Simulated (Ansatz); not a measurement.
## Sn: symmetry broken, then relaxed

Theory: DFT PBEsol, scalar-relativistic, plane waves, PAW (Ansatz 0.2.0). Cutoff 420 eV, Γ-centred 6×6×6 k-points, Gaussian smearing of 0.15 eV. No spin polarisation. Energies are free energies at this smearing, counted from the undisturbed cell; pressure is positive in compression.

The starting cell (relaxed at this level):

```
Sn
1.0
     6.54156    0.00000    0.00000
     0.00000   -6.54156    0.00000
     0.00000    0.00000   -6.54156
Sn
8
Cartesian
  3.2708 0.0000 0.0000
  0.0000 -3.2708 0.0000
  0.0000 0.0000 -3.2708
  3.2708 -3.2708 -3.2708
  4.9062 -4.9062 -4.9062
  1.6354 -1.6354 -4.9062
  1.6354 -4.9062 -1.6354
  4.9062 -1.6354 -1.6354
```

The atoms are displaced (Å, in the unstrained cell):

```tsv
atom	ux	uy	uz
Sn1	-0.720	-0.761	0.340
Sn2	0.156	0.319	0.153
Sn3	-0.361	0.777	0.157
Sn4	-0.079	-0.498	0.250
Sn5	0.473	0.519	-0.554
Sn6	-0.275	-0.218	-0.471
Sn7	0.345	0.220	0.272
Sn8	0.460	-0.358	-0.146
```

Cell and atoms are then relaxed.

**Question.** Does the relaxation return to the undisturbed structure?

**Answer.** Yes (up to a choice of domain or origin): same space group and volume, and an energy 0.0 meV/atom from it. The disturbance itself cost 3450.0 meV/atom. The final space group reads Fd-3m (tolerance 0.05 Å) and the volume changes by 0.12 %.

Final structure:

```
CELL_PARAMETERS angstrom
6.54109 -0.00023 -0.00331
0.00023 -6.54650 0.00095
0.00331 0.00095 -6.54520
ATOMIC_POSITIONS crystal
Sn 0.49991 0.00050 0.99984
Sn 0.00027 0.49993 0.00020
Sn 0.99965 0.99975 0.49987
Sn 0.50002 0.50033 0.50015
Sn 0.75011 0.74973 0.75045
Sn 0.24978 0.24978 0.74952
Sn 0.25027 0.75001 0.24988
Sn 0.74997 0.24997 0.25009
```

The relaxation, step by step (energy from the first step; small jumps at an unchanged geometry come where the plane waves are selected anew for the new cell):

```tsv
step	ΔE (meV/atom)	largest force component (eV/Å)	pressure (GPa)
1	0.0	35.463	33.51
2	-1800.6	15.613	15.44
3	-2448.3	9.305	8.53
4	-2841.6	4.821	4.08
5	-3091.3	2.629	1.41
6	-3236.6	1.969	0.37
7	-3315.7	1.576	0.26
8	-3364.3	1.100	-0.28
9	-3416.8	0.448	-0.91
10	-3439.4	0.252	-0.70
11	-3449.7	0.019	-0.12
12	-3450.0	0.005	-0.01
13	-3450.0	0.005	-0.07
```

Frames along the relaxation (Å, eV/Å):

```xyz
8
Lattice="6.542 0.000 0.000 0.000 -6.542 0.000 0.000 0.000 -6.542" Properties=species:S:1:pos:R:3:forces:R:3 pbc="T T T" step=1
Sn    2.551   -0.761    0.340   28.565   26.276  -19.623
Sn    0.156   -2.952    0.153  -10.095   -9.808  -18.790
Sn   -0.361    0.777   -3.114    0.037   -0.405    0.695
Sn    3.192   -3.769   -3.021    5.290    3.755   -6.562
Sn    5.380   -4.387   -5.460   -8.550   -8.940    5.448
Sn    1.361   -1.853   -5.378   -8.577   -7.910   35.463
Sn    1.980   -4.687   -1.364   -4.427   -4.461    6.021
Sn    5.367   -1.993   -1.781   -2.244    1.493   -2.651
8
Lattice="6.593 0.050 -0.008 -0.050 -6.586 0.013 0.008 0.013 -6.578" Properties=species:S:1:pos:R:3:forces:R:3 pbc="T T T" step=2
Sn    2.695   -0.627    0.253    8.741    7.836   -6.870
Sn    0.084   -3.023    0.065   -1.572   -2.954  -10.007
Sn   -0.353    0.783   -3.127    0.229   -0.602    0.625
Sn    3.220   -3.745   -3.068    3.442    2.639   -4.365
Sn    5.345   -4.417   -5.458   -6.287   -6.449    4.217
Sn    1.344   -1.864   -5.236    0.733    0.761   15.613
Sn    1.939   -4.725   -1.334   -2.729   -3.186    3.669
Sn    5.380   -1.952   -1.813   -2.557    1.954   -2.881
8
Lattice="6.578 0.076 -0.018 -0.076 -6.576 0.030 0.018 0.030 -6.613" Properties=species:S:1:pos:R:3:forces:R:3 pbc="T T T" step=3
Sn    2.732   -0.593    0.147    4.171    3.225   -3.724
Sn    0.076   -3.019    0.013    1.005   -0.929   -5.768
Sn   -0.338    0.776   -3.151    0.377   -0.751    0.578
Sn    3.228   -3.688   -3.124    2.301    1.958   -3.110
Sn    5.290   -4.403   -5.467   -4.726   -4.714    3.038
Sn    1.338   -1.839   -5.066    1.219    1.456    9.305
Sn    1.921   -4.749   -1.319   -1.822   -2.339    2.273
Sn    5.313   -1.897   -1.837   -2.527    2.094   -2.591
8
Lattice="6.554 0.093 -0.022 -0.093 -6.557 0.042 0.022 0.042 -6.650" Properties=species:S:1:pos:R:3:forces:R:3 pbc="T T T" step=4
Sn    2.779   -0.567    0.044    2.160    0.969   -1.558
Sn    0.076   -3.008   -0.039    2.054   -0.072   -2.594
Sn   -0.323    0.765   -3.177    0.490   -0.869    0.544
Sn    3.234   -3.630   -3.186    1.482    1.365   -2.112
Sn    5.220   -4.404   -5.477   -3.529   -3.422    2.029
Sn    1.327   -1.806   -4.895    0.935    1.413    4.821
Sn    1.904   -4.772   -1.304   -1.185   -1.514    1.105
Sn    5.233   -1.845   -1.855   -2.405    2.129   -2.235
8
Lattice="6.496 0.098 -0.021 -0.098 -6.516 0.045 0.021 0.045 -6.677" Properties=species:S:1:pos:R:3:forces:R:3 pbc="T T T" step=5
Sn    2.870   -0.534   -0.035    1.292   -0.060   -0.016
Sn    0.076   -2.998   -0.087    2.246    0.150   -0.424
Sn   -0.306    0.747   -3.203    0.586   -0.975    0.524
Sn    3.226   -3.558   -3.265    0.893    0.822   -1.264
Sn    5.094   -4.454   -5.510   -2.629   -2.478    1.181
Sn    1.307   -1.755   -4.722    0.505    1.182    1.802
Sn    1.894   -4.792   -1.295   -0.822   -0.656    0.076
Sn    5.095   -1.776   -1.842   -2.070    2.014   -1.879
8
Lattice="6.425 0.093 -0.019 -0.093 -6.470 0.039 0.019 0.039 -6.674" Properties=species:S:1:pos:R:3:forces:R:3 pbc="T T T" step=6
Sn    3.004   -0.446   -0.025    0.808   -0.376    0.826
Sn    0.055   -3.014   -0.095    1.969    0.105    0.520
Sn   -0.289    0.718   -3.223    0.649   -1.045    0.532
Sn    3.217   -3.487   -3.340    0.563    0.419   -0.699
Sn    4.924   -4.578   -5.561   -1.940   -1.769    0.766
Sn    1.298   -1.696   -4.599    0.186    1.000    0.385
Sn    1.885   -4.792   -1.304   -0.829   -0.024   -0.621
Sn    4.957   -1.717   -1.813   -1.407    1.691   -1.708
8
Lattice="6.460 0.101 0.029 -0.101 -6.465 -0.010 -0.029 -0.010 -6.632" Properties=species:S:1:pos:R:3:forces:R:3 pbc="T T T" step=8
Sn    3.217   -0.224    0.103   -0.341   -0.658    0.798
Sn    0.118   -3.064   -0.121    1.100    0.022    0.535
Sn   -0.327    0.487   -3.214    0.552   -0.857    0.338
Sn    3.252   -3.382   -3.384    0.150    0.024   -0.165
Sn    4.807   -4.709   -5.488   -0.489   -0.226    0.731
Sn    1.331   -1.637   -4.545    0.033    0.647   -0.415
Sn    1.771   -4.915   -1.505   -0.686    0.207   -0.754
Sn    4.823   -1.680   -1.684   -0.319    0.840   -1.068
8
Lattice="6.554 0.062 0.049 -0.062 -6.486 -0.046 -0.049 -0.046 -6.610" Properties=species:S:1:pos:R:3:forces:R:3 pbc="T T T" step=9
Sn    3.261   -0.178    0.173   -0.240   -0.100    0.133
Sn    0.218   -3.088   -0.152    0.244   -0.068    0.199
Sn   -0.297    0.286   -3.205    0.164   -0.448   -0.080
Sn    3.309   -3.357   -3.386   -0.143   -0.065    0.071
Sn    4.880   -4.738   -5.340   -0.073   -0.131    0.325
Sn    1.405   -1.628   -4.604    0.055    0.253   -0.352
Sn    1.712   -5.018   -1.658   -0.026    0.201   -0.087
Sn    4.841   -1.691   -1.647    0.019    0.357   -0.208
8
Lattice="6.561 0.016 0.018 -0.016 -6.546 -0.009 -0.018 -0.009 -6.595" Properties=species:S:1:pos:R:3:forces:R:3 pbc="T T T" step=10
Sn    3.263   -0.135    0.084   -0.083   -0.001    0.072
Sn    0.119   -3.183   -0.086    0.065   -0.027    0.163
Sn   -0.146    0.170   -3.237    0.076   -0.193   -0.069
Sn    3.303   -3.346   -3.348   -0.079   -0.025    0.072
Sn    4.920   -4.845   -5.147    0.008   -0.061    0.129
Sn    1.524   -1.617   -4.734    0.002    0.067   -0.252
Sn    1.715   -4.983   -1.616   -0.028    0.111   -0.063
Sn    4.883   -1.675   -1.672    0.040    0.129   -0.053
8
Lattice="6.554 0.001 0.003 -0.001 -6.547 -0.001 -0.003 -0.001 -6.548" Properties=species:S:1:pos:R:3:forces:R:3 pbc="T T T" step=11
Sn    3.274   -0.025    0.014   -0.003    0.015   -0.003
Sn    0.021   -3.259   -0.013   -0.019   -0.012    0.010
Sn   -0.022    0.026   -3.266    0.012   -0.015   -0.003
Sn    3.279   -3.285   -3.281    0.001    0.007    0.007
Sn    4.916   -4.900   -4.940    0.004   -0.001    0.013
Sn    1.620   -1.632   -4.879    0.009    0.001   -0.019
Sn    1.654   -4.921   -1.630   -0.011    0.004   -0.004
Sn    4.910   -1.642   -1.642    0.008   -0.001    0.000
8
Lattice="6.541 0.000 -0.003 0.000 -6.546 0.001 0.003 0.001 -6.545" Properties=species:S:1:pos:R:3:forces:R:3 pbc="T T T" step=12
Sn    3.270   -0.003   -0.001    0.001    0.005    0.001
Sn    0.002   -3.273   -0.001   -0.001    0.003    0.002
Sn   -0.001    0.002   -3.272    0.003    0.002    0.000
Sn    3.272   -3.275   -3.275    0.001    0.005    0.001
Sn    4.909   -4.908   -4.914   -0.001   -0.004    0.000
Sn    1.636   -1.635   -4.906    0.000   -0.003   -0.002
Sn    1.638   -4.910   -1.636   -0.001   -0.003   -0.001
Sn    4.906   -1.636   -1.639   -0.001   -0.003    0.000
8
Lattice="6.541 0.000 -0.003 0.000 -6.546 0.001 0.003 0.001 -6.545" Properties=species:S:1:pos:R:3:forces:R:3 pbc="T T T" step=13
Sn    3.270   -0.003   -0.001    0.001    0.005    0.001
Sn    0.002   -3.273   -0.001   -0.001    0.003    0.002
Sn   -0.001    0.002   -3.272    0.003    0.002    0.000
Sn    3.272   -3.275   -3.275    0.001    0.005    0.001
Sn    4.909   -4.908   -4.914   -0.001   -0.004    0.000
Sn    1.636   -1.635   -4.906    0.000   -0.003   -0.002
Sn    1.638   -4.910   -1.636   -0.001   -0.003   -0.001
Sn    4.906   -1.636   -1.639   -0.001   -0.003    0.000
```

Cost: 3 runs of about 26 core-minutes in all, on Intel Xeon 6975P-C (Granite Rapids) (shared hosts).